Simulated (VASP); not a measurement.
# GaSb (F-43m) in VASP: a series of runs, part 2 of 3

VASP 6.6.1. Earlier steps stand in the parts before.

**3. Relaxation of the atoms, r2SCAN (a relaxed cell with its volume scaled by 1.06)**

File INCAR:

```
SYSTEM = GaSb
PREC = Accurate
ENCUT = 600
EDIFF = 1E-7
ISMEAR = 0
SIGMA = 0.03
LREAL = .False.
LASPH = .True.
NELM = 80
ALGO = Normal
ISIF = 2
LWAVE = .False.
LCHARG = .False.
METAGGA = R2SCAN
LMIXTAU = .True.
IBRION = 2
NSW = 40
EDIFFG = -0.01
```

File KPOINTS:

```
Automatic mesh
0
Gamma
  10 10 10
  0 0 0
```

File POSCAR:

```
GaSb                                    
1.0
    0.0000000000      3.1271863939      3.1271863939
    3.1271863939      0.0000000000      3.1271863939
    3.1271863939      3.1271863939      0.0000000000
  Ga              Sb            
     1     1
Direct
     0.0000000000000000    0.0000000000000000    0.0000000000000000
     0.2500000000000000    0.2500000000000000    0.2500000000000000
```

Potentials or basis: VASP PAW PBE potentials, release 64 (Ga_d, Sb).

On the command line:

```
$ cat potpaw_PBE.64/Ga_d/POTCAR potpaw_PBE.64/Sb/POTCAR > POTCAR
$ mpirun -np 1 vasp_std > vasp.out
```

OUTCAR:

```text
SYSTEM = GaSb
   PREC = Accurate
   ENCUT = 600
   EDIFF = 1E-7
   ISMEAR = 0
   LREAL = .False.
   LASPH = .True.
   NELM = 80
   ISIF = 2
   METAGGA = R2SCAN
   IBRION = 2
   NSW = 40
   EDIFFG = -0.01

 ion  position               nearest neighbor table
   1  0.000  0.000  0.000-   2 2.71   2 2.71   2 2.71   2 2.71
   2  0.250  0.250  0.250-   1 2.71   1 2.71   1 2.71   1 2.71

  LATTYP: Found a face centered cubic cell.
 ALAT       =     6.2543727878

  Lattice vectors:

 A1 = (   0.0000000000,   3.1271863939,   3.1271863939)
 A2 = (   3.1271863939,   0.0000000000,   3.1271863939)
 A3 = (   3.1271863939,   3.1271863939,   0.0000000000)

Analysis of symmetry for initial positions (statically):
=====================================================================
 Subroutine PRICEL returns:
 Original cell was already a primitive cell.

 Routine SETGRP: Setting up the symmetry group for a
 face centered cubic supercell.

 Subroutine GETGRP returns: Found 24 space group operations
 (whereof 24 operations were pure point group operations)
 out of a pool of 48 trial point group operations.

The static configuration has the point symmetry T_d .

Analysis of symmetry for dynamics (positions and initial velocities):
=====================================================================
 Subroutine PRICEL returns:
 Original cell was already a primitive cell.

 Routine SETGRP: Setting up the symmetry group for a
 face centered cubic supercell.

 Subroutine GETGRP returns: Found 24 space group operations
 (whereof 24 operations were pure point group operations)
 out of a pool of 48 trial point group operations.

The dynamic configuration has the point symmetry T_d .

 Subroutine INISYM returns: Found 24 space group operations
 (whereof 24 operations are pure point group operations),
 and found     1 'primitive' translations

----------------------------------------------------------------------------------------

                                     Primitive cell

  volume of cell :      61.1634

  direct lattice vectors                    reciprocal lattice vectors
     0.000000000  3.127186394  3.127186394    -0.159888135  0.159888135  0.159888135
     3.127186394  0.000000000  3.127186394     0.159888135 -0.159888135  0.159888135
     3.127186394  3.127186394  0.000000000     0.159888135  0.159888135 -0.159888135

  length of vectors
     4.422509410  4.422509410  4.422509410     0.276934373  0.276934373  0.276934373

  position of ions in fractional coordinates (direct lattice)
     0.000000000  0.000000000  0.000000000
     0.250000000  0.250000000  0.250000000

  ion indices of the primitive-cell ions
   primitive index   ion index
                 1           1
                 2           2

----------------------------------------------------------------------------------------

 KPOINTS: Automatic mesh

Automatic generation of k-mesh.
 Grid dimensions read from file:
 generate k-points for:   10   10   10

[... 42 lines left out ...]
  0.300000  0.300000  0.000000      6.000000
  0.400000  0.300000  0.000000     24.000000
 [... further k-points ...]
   k-points           NKPTS =     47   k-points in BZ     NKDIM =     47   number of bands    NBANDS=     13
   number of dos      NEDOS =    301   number of ions     NIONS =      2
   total plane-waves  NPLWV =  46656
   dimension x,y,z NGX =    36 NGY =   36 NGZ =   36
   dimension x,y,z NGXF=    72 NGYF=   72 NGZF=   72
   ions per type =               1   1
   NGX,Y,Z   is equivalent  to a cutoff of  13.53, 13.53, 13.53 a.u.
   NGXF,Y,Z  is equivalent  to a cutoff of  27.07, 27.07, 27.07 a.u.
 SYSTEM =  GaSb
   PREC   = accura    normal or accurate (medium, high low for compatibility)
   ISTART =      0    job   : 0-new  1-cont  2-samecut
   ICHARG =      2    charge: 1-file 2-atom 10-const
   ISPIN  =      1    spin polarized calculation?
   LNONCOLLINEAR =      F non collinear calculations
   LSORBIT =      F    spin-orbit coupling
   LASPH  =      T    aspherical Exc in radial PAW
   ENCUT  =  600.0 eV  44.10 Ry    6.64 a.u.   8.83  8.83  8.83*2*pi/ulx,y,z
   NELM   =     80;   NELMIN=  2; NELMDL= -5     # of ELM steps
   EDIFF  = 0.1E-06   stopping-criterion for ELM
   LREAL  =      F    real-space projection
   EDIFFG = -.1E-01   stopping-criterion for IOM
   NSW    =     40    number of steps for IOM
   IBRION =      2    ionic relax: 0-MD 1-quasi-New 2-CG
   NFREE  =      1    steps in history (QN), initial steepest desc. (CG)
   ISIF   =      2    stress and relaxation
   ISYM   =      2    0-nonsym 1-usesym 2-fastsym
   POTIM  = 0.5000    time-step for ionic-motion
   TEBEG  =    0.0;   TEEND  =   0.0 temperature during run
   PSTRESS=    0.0 pullay stress
   NELECT =      18.0000    total number of electrons
   NUPDOWN=      -1.0000    fix difference up-down
   EMIN   =  10.00;   EMAX   =-10.00  energy-range for DOS
   EFERMI =   0.00;   METHOD = LEGACY
   ISMEAR =     0;   SIGMA  =   0.03  broadening in eV -4-tet -1-fermi 0-gaus
   EFERMI_NEDOS =   21; number of points for ismear=-14 and -15
   IALGO  =     38    algorithm
   IMIX   =      4    mixing-type and parameters
     AMIX     =   0.40;   BMIX     =  1.00
     AMIX_MAG =   1.60;   BMIX_MAG =  1.00
  volume/ion in A,a.u.               =      30.58       206.38
  Fermi-wavevector in a.u.,A,eV,Ry     =   1.088935  2.057788 16.133504  1.185779
  Thomas-Fermi vector in A             =   2.225127
   LORBIT       =      0    0 simple, 1 ext, 2 COOP (PROOUT), +10 PAW based schemes
   METAGGA = R2SCAN    functional components
   LHFCALC =     F    Hartree Fock is set to
   AEXX    =    0.0000 exact exchange contribution
   IVDW    =     0    specifies the selected vdW correction
   LEPSILON=     F    determine dielectric tensor
   LRPA    =     F    only Hartree local field effects (RPA)
 conjugate gradient relaxation of ions
 non-spin polarized calculation
 Gauss-broadening in eV      SIGMA  =   0.03
  energy-cutoff  :      600.00
  volume of cell :       61.16
 maximum number of plane-waves:      2085
   NGX = 17   NGY = 17   NGZ = 17

 number of electron      17.9999995 magnetization

 Free energy of the ion-electron system (eV)
  ---------------------------------------------------
  ext. energy  EPLUGINS =         0.00000000
  ---------------------------------------------------
  free energy    TOTEN  =       -37.57548298 eV

  energy without entropy =      -37.57543586  energy(sigma->0) =      -37.57545942

 E-fermi :   4.0345     XC(G=0):  -9.4186

 val. band max:        4.0252149964   @ k =   0.0000   0.0000   0.0000
 cond. band min:       4.5606964778   @ k =   0.5000   0.0000   0.0000
 fundamental gap:      0.5354814815
 Fermi energy:         4.0345099241

 k-point     1 :       0.0000    0.0000    0.0000
  band No.  band energies     occupation
      1     -11.3560      2.00000
      2     -11.3560      2.00000
      3     -11.3560      2.00000
      4     -11.3089      2.00000
      5     -11.3089      2.00000
      6      -7.4487      2.00000
      7       3.9840      1.98264
      8       4.0252      1.33989
      9       4.0252      1.33874
     10       4.0252      1.33873
     11       7.0257      0.00000
     12       7.0258      0.00000
     13       7.0258      0.00000
[... 354 lines left out ...]
  band No.  band energies     occupation
      1     -11.3860      2.00000
      2     -11.3401      2.00000
      3     -11.3397      2.00000
      4     -11.3155      2.00000
      5     -11.3060      2.00000
      6      -5.8949      2.00000
      7      -1.5503      2.00000
      8       1.6574      2.00000
      9       1.9431      2.00000
     10       5.5273      0.00000
     11       6.5931      0.00000
     12      10.4028      0.00000
     13      10.9017      0.00000

 [... further k-points ...]

------------------------ aborting loop because EDIFF is reached ----------------------------------------

  FORCE on cell =-STRESS in cart. coord.  units (eV):
  Direction    XX          YY          ZZ          XY          YZ          ZX
  --------------------------------------------------------------------------------------
  -------------------------------------------------------------------------------------
  Total       -1.0205481     -1.0205481     -1.0205481      0.0000000      0.0000000      0.0000000
  in kB      -26.7333114    -26.7333114    -26.7333114      0.0000000      0.0000000      0.0000000
  external PRESSURE =     -26.7333114 kB  Pullay stress =       0.0000000 kB

 VOLUME and BASIS-vectors are now :
 -----------------------------------------------------------------------------
  energy-cutoff  :      600.00
  volume of cell :       61.16
      direct lattice vectors                 reciprocal lattice vectors
     0.000000000  3.127186394  3.127186394    -0.159888135  0.159888135  0.159888135
     3.127186394  0.000000000  3.127186394     0.159888135 -0.159888135  0.159888135
     3.127186394  3.127186394  0.000000000     0.159888135  0.159888135 -0.159888135

 POSITION                                       TOTAL-FORCE (eV/Angst)
 -----------------------------------------------------------------------------------
      0.00000      0.00000      0.00000         0.000000      0.000000     -0.000000
      1.56359      1.56359      1.56359        -0.000000     -0.000000      0.000000
 -----------------------------------------------------------------------------------
    total drift:                                0.000007      0.000007      0.000007

  FREE ENERGIE OF THE ION-ELECTRON SYSTEM (eV)
  ---------------------------------------------------
  free  energy   TOTEN  =       -37.5754829809 eV

  energy  without entropy=      -37.5754358635  energy(sigma->0) =      -37.57545942

 reached required accuracy - stopping structural energy minimisation
```

Wall time 1.9 min (1 thread of Intel Xeon 6975P-C (Granite Rapids), shared host); peak memory 0.25 GiB.

Results:

```yaml
Free_energy: -37.5755 eV
Pressure_after_relaxing: -2.7 GPa
Band_gap_on_the_k_mesh: none (metal or under the smearing width)
```

Final structure:
```
Ga Sb
1.0
     0.00000    3.12719    3.12719
     3.12719    0.00000    3.12719
     3.12719    3.12719    0.00000
Ga Sb
1 1
Direct
  0.00000 0.00000 0.00000
  0.25000 0.25000 0.25000
```

Caveat: the relaxation stopped at its first step, so nothing moved; the PAW data sets were made with another functional, which shifts forces and pressure a little. Spin-orbit coupling is left out, which matters for the levels of Sb.

**4. Relaxation of cell and atoms, PBE**

File INCAR:

```
SYSTEM = GaSb
ALGO     = Normal         ! electronic algorithm
EDIFF    = 1E-6           ! SCF threshold, eV
EDIFFG   = -0.01          ! ionic threshold
ENCUT    = 300            ! plane-wave cutoff, eV
GGA      = PE             ! functional
IBRION   = 2              ! ionic algorithm
ISIF     = 3              ! what is computed and relaxed
ISMEAR   = 0              ! smearing method
LASPH    = .True.         ! aspherical terms in the spheres
LCHARG   = .False.        ! write CHGCAR
LREAL    = .False.        ! projectors in reciprocal space
LWAVE    = .False.        ! write WAVECAR
NELM     = 80             ! most SCF steps
NSW      = 90             ! ionic steps
PREC     = Accurate       ! precision mode
SIGMA    = 0.03           ! smearing width, eV
```

File KPOINTS:

```
k-points
0
Gamma
  5 5 5
  0 0 0
```

File POSCAR:

```
GaSb
1.0
    0.0000000000      3.0590000000      3.0590000000
    3.0590000000      0.0000000000      3.0590000000
    3.0590000000      3.0590000000      0.0000000000
Ga Sb
1 1
Direct
    0.0000000000      0.0000000000      0.0000000000
    0.2500000000      0.2500000000      0.2500000000
```

Potentials or basis: VASP PAW PBE potentials, release 64 (Ga, Sb).

On the command line:

```
$ cat potpaw_PBE.64/Ga/POTCAR potpaw_PBE.64/Sb/POTCAR > POTCAR
$ mpirun -np 1 vasp_std > vasp.out
```

It took 8.1 s on 1 thread of Intel Xeon Platinum 8488C (Sapphire Rapids), shared host; peak memory 0.13 GiB.

The run converged. Its results:

```yaml
Free_energy: -7.3106 eV
Relaxed_volume: 30.30 Å³/atom
Relaxed_cell: a = 4.409 Å, b = 4.409 Å, c = 4.409 Å, α = 60.00°, β = 60.00°, γ = 60.00°
Space_group_after_relaxing_to_0.05_Å: F-43m (No. 216)
Energy_gained_by_relaxing: 13.8 meV/atom
Ionic_steps: 3
Pressure_after_relaxing: 0.0 GPa
Band_gap_on_the_k_mesh: none (metal or under the smearing width)
```

The path:
```csv
step,energy change (eV),largest force (eV/Å),pressure (GPa),volume (Å³)
1,0.0000,0.0000,2.61,57.25
2,-0.0266,0.0000,-0.46,61.20
3,-0.0275,0.0000,-0.03,60.61
```

Final structure:
```
Ga Sb
1.0
     0.00000    3.11768    3.11768
     3.11768    0.00000    3.11768
     3.11768    3.11768    0.00000
Ga Sb
1 1
Direct
  0.00000 0.00000 0.00000
  0.25000 0.25000 0.25000
```

Levels at points of the mesh, in eV from the Fermi level:
```
           k point  band 2  band 3  band 4  band 5  band 6  band 7
(0.00, 0.00, 0.00)   -0.32   -0.01   -0.01   -0.01    2.79    2.79
```

Caveat: this crystal is a semiconductor, whose small gap the functional closes, so the metal is an error of the method. PBE usually gives volumes a little too large and moduli too small.

**5. Relaxation of cell and atoms, PBE**

This run uses another cell than the first one, of 30.30 Å³/atom, 1.059 times its volume.

Edit INCAR of step 4 so:

```diff
@@ -2,4 +2,4 @@
 ALGO     = Normal         ! electronic algorithm
-EDIFF    = 1E-6           ! SCF threshold, eV
-EDIFFG   = -0.01          ! ionic threshold
+EDIFF    = 1E-7           ! SCF threshold, eV
+EDIFFG   = -0.005         ! ionic threshold
 ENCUT    = 300            ! plane-wave cutoff, eV
```

KPOINTS is that of step 4.

File POSCAR:

```
GaSb                                    
1.0
   -0.0000000000      3.1176802803      3.1176802803
    3.1176802803      0.0000000000      3.1176802803
    3.1176802803      3.1176802803      0.0000000000
  Ga              Sb            
     1     1
Direct
     0.0000000000000000    0.0000000000000000    0.0000000000000000
     0.2500000000000000    0.2500000000000000    0.2500000000000000
```

On the command line:

```
$ cat potpaw_PBE.64/Ga/POTCAR potpaw_PBE.64/Sb/POTCAR > POTCAR
$ mpirun -np 1 vasp_std > vasp.out
```

Run time: 7.6 s. Hardware: 1 thread of Intel Xeon Platinum 8488C (Sapphire Rapids), shared host; peak memory 0.15 GiB.

The run converged. Its results:

| Property | Result |
| --- | --- |
| Free energy | -7.3107 eV |
| Relaxed volume | 30.28 Å³/atom |
| Relaxed cell | a = 4.408 Å, b = 4.408 Å, c = 4.408 Å, α = 60.00°, β = 60.00°, γ = 60.00° |
| Space group after relaxing (to 0.05 Å) | F-43m (No. 216) |
| Energy gained by relaxing | 0.0 meV/atom |
| Ionic steps | 2 |
| Pressure after relaxing | 0.0 GPa |
| Band gap on the k mesh | none (metal or under the smearing width) |

Final structure:
```xyz
2
Lattice="0.0000 3.1168 3.1168 3.1168 0.0000 3.1168 3.1168 3.1168 0.0000" Properties=species:S:1:pos:R:3 pbc="T T T"
Ga    3.1168    6.2337    3.1168
Sb    1.5584    1.5584    1.5584
```

Levels at points of the mesh, in eV from the Fermi level:
```
           k point  band 1  band 2  band 3  band 4  band 5  band 6  band 7  band 8
(0.00, 0.00, 0.00)  -11.09   -0.32   -0.01   -0.01   -0.01    2.79    2.79    2.79
```

Caveat: this crystal is a semiconductor, whose small gap the functional closes, so the metal is an error of the method. Spin-orbit coupling is left out, which matters for the levels of Sb.

[end of part 2 of 3]
